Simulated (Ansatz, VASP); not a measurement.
## SnO2 (SnO2 (P4_2/mnm)): VASP beside Ansatz

Aim: how closely do two programs agree when they are given the same cell, functional and k mesh? Of the first pair: The cell is taken from a series of runs on this material, whose earlier steps may have relaxed, scaled, displaced or heated it; both programs get it as it stands.

Main program and level: Ansatz 0.2.0; plane waves, with VASP 6.6.1 beside it; single point at r2SCAN.

### 1. The starting structure

The structure is tetragonal, space group P4_2/mnm (No. 136). Conventional cell: a = 4.758 Å, b = 4.758 Å, c = 3.201 Å, α = 90.00°, β = 90.00°, γ = 90.00°. Nearest to Sn lie 6 O at 2.06 to 2.07 Å. Nearest to O lie 3 Sn at 2.06 to 2.07 Å. Farther neighbours and most contacts between anions are not listed.

### 2. Ansatz: single point, r2SCAN, pair 1

Ansatz runs on its PAW soft_1 files.

With cell and atoms fixed, the geometry can't cause a difference; cores, projectors, grids and the points listed under the comparison can.

input.yaml reads:

```yaml
crystal:
  lattice:
    - [4.7577515366, 0.0, 0.0]
    - [0.0, 4.7577515366, 0.0]
    - [0.0, 0.0, 3.2006814648]
  atoms:
    - { symbol: Sn, position: [0.4999999998, 0.5000000002, 0.4999999998] }
    - { symbol: Sn, position: [0.0, 0.0, 0.0] }
    - { symbol: O, position: [0.1940572328, 0.805942767, 0.4999999998] }
    - { symbol: O, position: [0.8059427668, 0.1940572334, 0.4999999998] }
    - { symbol: O, position: [0.3059427649, 0.3059427651, 0.0] }
    - { symbol: O, position: [0.6940572348, 0.6940572353, 0.0] }
basis:
  ecutwfc: 500.0
  ecutrho_ratio: 4
  xc_grid: 2
  fft_grid_basis: typed
  precision: f64
hamiltonian:
  xc: r2scan
  pseudopotentials:
    kind: paw
    azcp: { folder: soft_1, O: "soft_1/O.paw.azcp", Sn: "soft_1/Sn.paw.azcp" }
scf:
  max_iter: 60
  self_checks: high
  occupations: { method: fermi_dirac, width: 0.01 }
kpoints:
  mp_grid: { grid: [6, 6, 9] }
  band_path: { path: [VBM, CBM], npoints: 1 }
checkpoint:
  write: "../edges.point.run"
  compress: false
  write_wavefunctions: true
  write_every: 100000
```

Run with:

```bash
$ ansatz run input.yaml --threads 4 --pin off --max-ram 15073MiB --backend cpu --events-out ev --progress --plain --runs-dir out
```

Numbers of over 12 decimals in the logs are rounded to 6 here.

Output:

```text
Engine: ansatz 0.2.0, aarch64-unknown-linux-gnu
Pseudopotentials: kind: paw
Pseudopotential: Sn, paw, valence charge 14, recommended cutoff 500 eV (meta_gga), soft_1/Sn.paw.azcp
Pseudopotential: O, paw, valence charge 6, recommended cutoff 500 eV (meta_gga), soft_1/O.paw.azcp
Functional definition: r2SCAN
  parameter k0 = 0.174
  parameter k1 = 0.065
  parameter a1 = 4.9479
  exchange = r2scan_x(k0 = k0, k1 = k1, a1 = a1)
  correlation = r2scan_c
Crystal: 6 atoms, lattice volume = 72.451 Å³
Basis set: ecut = 500 eV, 1867 PW (Γ), exchange–correlation on 72×72×48 points (8 copies of the dense FFT grid, shifted against one another)
Bands: 32, of which v1, the nominal top of the filled ones, is band 26 counted from 1 (25 counted from 0)
Symmetry: 16 space group operations
Space group: P42/mnm (ITA 136), of the structure as read, at distance tolerance 4.2e-5 Å
k-points: 50 of 324
Non-local potential: Sn, projectors of the file, l = 0: 2, l = 1: 2, l = 2: 2, l = 3: 1
Non-local potential: O, projectors of the file, l = 0: 2, l = 1: 2, l = 2: 1
PAW form: soft (Blöchl's): semilocal exchange-correlation on the pseudo side does not see the compensation charge
PAW frozen core: Sn, regenerated for the run's functional (the file was generated under x = pbe(κ = 0.804, μ = 0.219515), c = pbe(β = 0.066725))
PAW frozen core: O, regenerated for the run's functional (the file was generated under x = pbe(κ = 0.804, μ = 0.219515), c = pbe(β = 0.066725))
PAW one-centre angular grid: Sn, 590 points (default); XC on 160 Gauss nodes
PAW one-centre angular grid: O, 302 points (default); XC on 160 Gauss nodes
Initial density: superposition of atomic densities (chi_scale 0.1, normalization cell, long waves kept (reshape's long-wave potential 0.00 eV rms))
Initial wavefunctions: pseudopotential atomic-orbital guess
Functional: x = r2scan, c = r2scan; τ floored in thin density (d = 2e-4 eV/Å³)
SCF iter   1: F=—  HF=-14352.796241 eV  |F-HF|=—  |Δ(HF+E_count)|=         —  Δρ=8.33e-2  dr2=4.00e0  dr2_τ=5.13e-1  ethr=3.10e-3  ⟨swp⟩=6.1  Hψ=7373  notcnv=0
preconditioner: auto → Resta (q_TF=auto, 2.582 Å⁻¹)  ε∞=3.2  [insulator: Δε(μ)=2.000 eV  Ē_g=21.125 eV  σ=0.010 eV  W_gap=1.00  n_scr=18 (ndim 8)  ℏωp=31.5 eV  f_vac=0.000  D(μ)=0.00/eV (n_scr^D=0)  ε∞_Penn≈3.2]
SCF iter   2: F=—  HF=-14352.423504 eV  |F-HF|=—  |Δ(HF+E_count)|=   3.73e-1  Δρ=4.08e-2  dr2=6.40e-1  dr2_τ=6.60e-2  ethr=3.10e-3  ⟨swp⟩=2.0  Hψ=3005  notcnv=0  defer=88
SCF iter   3: F=—  HF=-14352.557132 eV  |F-HF|=—  |Δ(HF+E_count)|=   1.34e-1  Δρ=1.35e-2  dr2=1.03e-1  dr2_τ=7.75e-3  ethr=1.23e-3  ⟨swp⟩=3.0  Hψ=2806  notcnv=0  defer=88
SCF iter   4: F=—  HF=-14352.566060 eV  |F-HF|=—  |Δ(HF+E_count)|=   8.93e-3  Δρ=2.49e-3  dr2=2.24e-3  dr2_τ=3.72e-4  ethr=1.99e-4  ⟨swp⟩=2.1  Hψ=2331  notcnv=0  defer=88
SCF iter   5: F=—  HF=-14352.567328 eV  |F-HF|=—  |Δ(HF+E_count)|=   1.27e-3  Δρ=6.19e-4  dr2=1.52e-4  dr2_τ=1.66e-5  ethr=4.31e-6  ⟨swp⟩=2.0  Hψ=2288  notcnv=0  defer=88
SCF iter   6: F=—  HF=-14352.567426 eV  |F-HF|=—  |Δ(HF+E_count)|=   9.81e-5  Δρ=1.10e-4  dr2=6.09e-6  dr2_τ=7.07e-7  ethr=2.92e-7  ⟨swp⟩=2.1  Hψ=2422  notcnv=0  defer=88
SCF iter   7: F=-14352.567425 eV  HF=-14352.567425 eV  |F-HF|=1.75e-8  |Δ(HF+E_count)|=   8.74e-7  Δρ=9.12e-6  dr2=4.83e-8  dr2_τ=3.30e-9  ethr=1.92e-10  ⟨swp⟩=8.5  Hψ=7058  notcnv=0
SCF 1 converged in 7 iterations: F = -14352.567425 eV  dr2 = 4.83e-8
  greatest PAW one-centre occupation: 0.995 electrons in one spin orbital (limit 2), on the Sn atom at site 1 (counted from 0), in its partial waves of l = 2
NSCF: frozen V_eff on 40 k-points
NSCF: frozen V_eff on 34 k-points
[...]
SCF converged after 7 iterations
Free energy (F): -14352.567425 eV
Harris-Foulkes:  -14352.567425 eV  (|F-HF|=1.75e-8)
Internal energy: -14352.567425 eV  (E = F + TS)
E sigma→0 (E₀):  -14352.567425 eV
Fermi energy:    9.831439 eV
--- Per-component energies (eV) ---
  E_band       = -161.232464
  E_kinetic    = 1021.276910
  E_local      = -3187.883300  (includes V_loc(G=0)·N_el)
  E_nonlocal   = 497.905412
  E_hartree    = 1454.874705
  E_xc         = -512.835804
  E_vxc        = -575.786492  (∫ρ·V_xc dr)
  E_paw        = -9460.289345  (= ΣΔE_a)
  E_vpaw       = -862.593600  (= ΣTr[D̂ρ^β])
  E_aug_tail   = 0.001225  (compensation charges beyond the density's cutoff)
  E_vtau       = 36.098555  (kinetic-family band-sum trace: ∫τ·v_τ [+ j·A + Jᵃ·Aᵃ] dr)
  E_ewald      = -4166.960107
  E_core_change = 1.342878  (= ΣΔE_core)
  E_smearing   = -0.000000  (= −TS)
  E_closure    = -0.000000  (closes the sum)
  Σ components = -14352.567425   (vs F -14352.567425, Δ=0.00e0)
--- Band table (eV; the first three rows and the last of 50) ---
  k-point 0: bands = [... 22 lower, 7.7365, 8.1660, 8.1660, 8.9339, 10.7290, 15.7723, 15.9888, 15.9888, ... 2 higher]
  k-point 1: bands = [... 22 lower, 7.2737, 8.2009, 8.2009, 8.8298, 11.4968, 16.0366, 16.5174, 16.5174, ... 2 higher]
  k-point 2: bands = [... 22 lower, 6.6201, 8.1322, 8.1322, 8.5319, 12.9379, 16.5070, 17.7638, 17.7638, ... 2 higher]
  k-point 49: bands = [... 22 lower, 8.0033, 8.0033, 8.0843, 8.0843, 14.4988, 14.4988, 18.6157, 18.6157, ... 2 higher]
```

### 3. VASP: single point, r2SCAN, pair 1

The same cell, functional, mesh and smearing now go to VASP, with its own data sets.

Lines of VASP's logs that name or quote its potential files are left out, and so is its time.

INCAR reads:

```
SYSTEM = SnO2
PREC = Accurate
ENCUT = 580
EDIFF = 1E-06
NELM = 120
ISMEAR = -1
SIGMA = 0.01
LREAL = .FALSE.
ALGO = Normal
METAGGA = R2SCAN
LASPH = .TRUE.
NBANDS = 32
LORBIT = 11
LWAVE = .FALSE.
LCHARG = .FALSE.
ISIF = 2
GGA_COMPAT = .FALSE.
EFERMI = MIDGAP
LMIXTAU = .TRUE.
KPAR = 8
```

POSCAR reads:

```
SnO2
1.0
    4.7577515366      0.0000000000      0.0000000000
    0.0000000000      4.7577515366      0.0000000000
    0.0000000000      0.0000000000      3.2006814648
Sn O
2 4
Direct
    0.5000000000      0.5000000000      0.5000000000
    0.0000000000      0.0000000000      0.0000000000
    0.1940572332      0.8059427668      0.5000000000
    0.8059427668      0.1940572332      0.5000000000
    0.3059427668      0.3059427668      0.0000000000
    0.6940572332      0.6940572332      0.0000000000
```

KPOINTS reads:

```
Automatic mesh
0
Gamma
6 6 9
0 0 0
```

Potentials, in the order of the species: Sn_d and O (PBE family, release 64).

Run with:

```bash
$ mpirun -np 8 vasp_std
```

Output:

```text
[banner, memory and clock lines left out]
running    8 mpi-ranks, on    1 nodes
 distrk:  each k-point on    1 cores,    8 groups
 distr:  one band on    1 cores,    1 groups

 POSCAR found type information on POSCAR SnO
 POSCAR found :  2 types and       6 ions
|                                                                             |
|           W    W    AA    RRRRR   N    N  II  N    N   GGGG   !!!           |
|           W    W   A  A   R    R  NN   N  II  NN   N  G    G  !!!           |
|           W    W  A    A  R    R  N N  N  II  N N  N  G       !!!           |
|           W WW W  AAAAAA  RRRRR   N  N N  II  N  N N  G  GGG   !            |
|           WW  WW  A    A  R   R   N   NN  II  N   NN  G    G                |
|           W    W  A    A  R    R  N    N  II  N    N   GGGG   !!!           |
|                                                                             |
|     For optimal performance we recommend to set                             |
|       NCORE = 2 up to number-of-cores-per-socket                            |
|     NCORE specifies how many cores store one orbital (NPAR=cpu/NCORE).      |
|     This setting can greatly improve the performance of VASP for DFT.       |
|     The default, NCORE=1 might be grossly inefficient on modern             |
|     multi-core architectures or massively parallel machines. Do your        |
|     Unfortunately you need to use the default for GW and RPA                |
|     calculations (for HF NCORE is supported but not extensively tested      |
|     yet).                                                                   |
|                                                                             |

|                                                                             |
|               ----> ADVICE to this user running VASP <----                  |
|                                                                             |
|     You enforced a specific xc type in the INCAR file but a different       |
|     [... a line on the potential file left out ...]
|     I HOPE YOU KNOW WHAT YOU ARE DOING!                                     |
|                                                                             |

 LDA part: xc-table for (None), standard interpolation
 POSCAR, INCAR and KPOINTS ok, starting setup
 FFT: planning ... GRIDC
 FFT: planning ... GRID_SOFT
 FFT: planning ... GRID
 WAVECAR not read
 entering main loop
       N       E                     dE             d eps       ncg     rms          rms(c)
DAV:   1     0.634864213303E+03    0.63486E+03   -0.28439E+04  3504   0.278E+03
DAV:   2     0.143236376470E+01   -0.63343E+03   -0.60747E+03  3576   0.720E+02
DAV:   3    -0.981401268374E+02   -0.99572E+02   -0.97774E+02  3616   0.233E+02
DAV:   4    -0.103247991831E+03   -0.51079E+01   -0.50811E+01  3944   0.575E+01
DAV:   5    -0.103404591198E+03   -0.15660E+00   -0.15653E+00  4176   0.103E+01    0.158E+01
DAV:   6    -0.873178555320E+02    0.16087E+02   -0.14866E+01  5000   0.717E+01    0.697E+00
DAV:   7    -0.835366530123E+02    0.37812E+01   -0.26765E+00  4672   0.165E+01    0.326E+00
DAV:   8    -0.894231346699E+02   -0.58865E+01   -0.15904E+00  4056   0.120E+01    0.218E+00
DAV:   9    -0.845773647430E+02    0.48458E+01   -0.64302E-01  3408   0.686E+00    0.511E-01
DAV:  10    -0.846275737523E+02   -0.50209E-01   -0.27326E-01  4056   0.431E+00    0.352E-01
DAV:  11    -0.846370705649E+02   -0.94968E-02   -0.21297E-02  3992   0.139E+00    0.242E-01
DAV:  12    -0.846296746175E+02    0.73959E-02   -0.79527E-03  4952   0.107E+00    0.804E-02
DAV:  13    -0.846090374541E+02    0.20637E-01   -0.78133E-03  3688   0.851E-01    0.528E-02
DAV:  14    -0.846393696062E+02   -0.30332E-01   -0.83605E-03  3632   0.895E-01    0.632E-02
DAV:  15    -0.846393880677E+02   -0.18461E-04   -0.30949E-04  3960   0.190E-01    0.399E-02
DAV:  16    -0.846396957551E+02   -0.30769E-03   -0.78291E-05  3640   0.807E-02    0.264E-02
DAV:  17    -0.846397872884E+02   -0.91533E-04   -0.31054E-05  4032   0.463E-02    0.601E-03
DAV:  18    -0.846398231723E+02   -0.35884E-04   -0.16589E-05  3960   0.511E-02    0.439E-03
DAV:  19    -0.846398215260E+02    0.16462E-05   -0.17006E-06  2672   0.134E-02    0.350E-03
DAV:  20    -0.846398247696E+02   -0.32436E-05   -0.15225E-06  2608   0.119E-02    0.209E-03
DAV:  21    -0.846398248399E+02   -0.70307E-07   -0.17202E-07  2160   0.519E-03
   1 F= -.84639825E+02 E0= -.84639825E+02  d E =0.000000E+00
```

OUTCAR, selected parts (step 3):

```text
ion  position               nearest neighbor table
   1  0.500  0.500  0.500-   3 2.06   4 2.06   5 2.07   6 2.07   5 2.07   6 2.07   2 3.73   2 3.73
                             2 3.73   2 3.73   2 3.73   2 3.73   2 3.73   2 3.73
   2  0.000  0.000  0.000-   5 2.06   6 2.06   3 2.07   4 2.07   3 2.07   4 2.07   1 3.73   1 3.73
                             1 3.73   1 3.73   1 3.73   1 3.73   1 3.73   1 3.73
   3  0.194  0.806  0.500-   1 2.06   2 2.07   2 2.07
   4  0.806  0.194  0.500-   1 2.06   2 2.07   2 2.07
   5  0.306  0.306  0.000-   2 2.06   1 2.07   1 2.07
   6  0.694  0.694  0.000-   2 2.06   1 2.07   1 2.07

  LATTYP: Found a simple tetragonal cell.
 ALAT       =     4.7577515366
 C/A-ratio  =     0.6727298473

 Subroutine GETGRP returns: Found 16 space group operations
 (whereof  8 operations were pure point group operations)

The static configuration has the point symmetry D_2h.
 The point group associated with its full space group is D_4h.

 Found     50 irreducible k-points:

   k-points           NKPTS =     50   k-points in BZ     NKDIM =     50   number of bands    NBANDS=     32

   dimension x,y,z NGX =    40 NGY =   40 NGZ =   28
   dimension x,y,z NGXF=    80 NGYF=   80 NGZF=   56

   ENCUT  =  580.0 eV  42.63 Ry    6.53 a.u.   9.34  9.34  6.29*2*pi/ulx,y,z

   NELECT =      52.0000    total number of electrons

 k-points in reciprocal lattice and weights: Automatic mesh
   0.00000000  0.00000000  0.00000000       0.003
   0.16666667  0.00000000  0.00000000       0.012
   0.33333333  0.00000000  0.00000000       0.012
   0.50000000  0.00000000  0.00000000       0.006
   0.16666667  0.16666667  0.00000000       0.012
   0.33333333  0.16666667  0.00000000       0.025
   0.50000000  0.16666667  0.00000000       0.012
   0.33333333  0.33333333  0.00000000       0.012
   0.50000000  0.33333333  0.00000000       0.012
[...]
0.50000000  0.33333333  0.44444444       0.025
   0.50000000  0.50000000  0.44444444       0.006

 average (electrostatic) potential at core
       1-105.1178       2-105.1178       3 -71.6847       4 -71.6847       5 -71.6847
       6 -71.6847

 E-fermi :   6.4699

 k-point     1 :       0.0000    0.0000    0.0000
  band No.  band energies     occupation
    ...
     22       4.3488      2.00000
     23       4.3488      2.00000
     24       4.7898      2.00000
     25       4.7898      2.00000
     26       5.5668      2.00000
     27       7.3731      0.00000
     28      12.3858      0.00000
     29      12.6227      0.00000
     30      12.6227      0.00000
     31      16.6796      0.00000
    ...

 k-point     2 :       0.1667    0.0000    0.0000
  band No.  band energies     occupation
    ...
     22       4.2902      2.00000
     23       4.3565      2.00000
     24       4.3749      2.00000
     25       4.8092      2.00000
     26       5.4314      2.00000
     27       8.0300      0.00000
     28      12.1424      0.00000
     29      12.7388      0.00000
     30      12.8754      0.00000
     31      16.9757      0.00000
    ...

 k-point     3 :       0.3333    0.0000    0.0000
  band No.  band energies     occupation
    ...
     22       3.9330      2.00000
     23       4.3760      2.00000
     24       4.4005      2.00000
     25       4.8600      2.00000
     26       5.1366      2.00000
     27       9.2996      0.00000
     28      11.5714      0.00000
     29      13.0792      0.00000
     30      13.2514      0.00000
     31      17.3922      0.00000
    ...

  Total        0.4508908      0.4508908      0.6664707      0.0000000      0.0000000      0.0000000
  in kB        9.9709369      9.9709369     14.7382422      0.0000000      0.0000000      0.0000000
  external PRESSURE =      11.5600386 kB  Pullay stress =       0.0000000 kB

  energy-cutoff  :      580.00
  volume of cell :       72.45
      direct lattice vectors                 reciprocal lattice vectors
     4.757751537  0.000000000  0.000000000     0.210183317  0.000000000  0.000000000
     0.000000000  4.757751537  0.000000000     0.000000000  0.210183317  0.000000000
     0.000000000  0.000000000  3.200681465     0.000000000  0.000000000  0.312433465

 POSITION                                       TOTAL-FORCE (eV/Angst)
 -----------------------------------------------------------------------------------
      2.37888      2.37888      1.60034         0.000000      0.000000     -0.000000
      0.00000      0.00000      0.00000         0.000000      0.000000     -0.000000
      0.92328      3.83448      1.60034         0.024555     -0.024555      0.000000
      3.83448      0.92328      1.60034        -0.024555      0.024555     -0.000000
      1.45560      1.45560      0.00000        -0.024555     -0.024555      0.000000
      3.30215      3.30215      0.00000         0.024555      0.024555     -0.000000
 -----------------------------------------------------------------------------------
    total drift:                               -0.000000      0.000000     -0.000000

  FREE ENERGIE OF THE ION-ELECTRON SYSTEM (eV)
  ---------------------------------------------------
  free  energy   TOTEN  =       -84.6398248399 eV

  energy  without entropy=      -84.6398248399  energy(sigma->0) =      -84.63982484

 total charge
# of ion       s       p       d       tot
------------------------------------------
    1        0.832   1.105  10.381  12.319
    2        0.832   1.105  10.381  12.319
    3        1.559   3.541   0.000   5.101
    4        1.559   3.541   0.000   5.101
    5        1.559   3.541   0.000   5.101
    6        1.559   3.541   0.000   5.101
--------------------------------------------------
tot          7.902  16.376  20.763  45.041

[... 3 further parts left out ...]
```

The run ends at a pressure of 1.16 GPa, with forces up to 0.035 eV/Å.

### 4. Side by side

Known differences besides the potentials themselves: VASP keeps PBE cores, Ansatz makes them for the functional; the cutoff is 500 eV in Ansatz and 580 eV in VASP. Total energies have different zeros and are not compared.

Compared:

```tsv
quantity	Ansatz	VASP	difference
gap on the k mesh (eV)	1.795	1.806	-0.011
```

A gap on the mesh is an upper bound, since the band edges may lie between its points.

(Continued in part 2 of 2.)

[Lines on the potential files, build, host, timing and source positions are cut from VASP's logs without a mark.]

[Logs are printed without paths, hosts, clocks, repeated set-up lines and the standing remarks that a program may print on its own settings, such as how far it seeks lower states.]

[Hosts, paths, dates, database ids (printed as entryN), source tags and the programs' standing remarks are cut or masked in the printed files.]
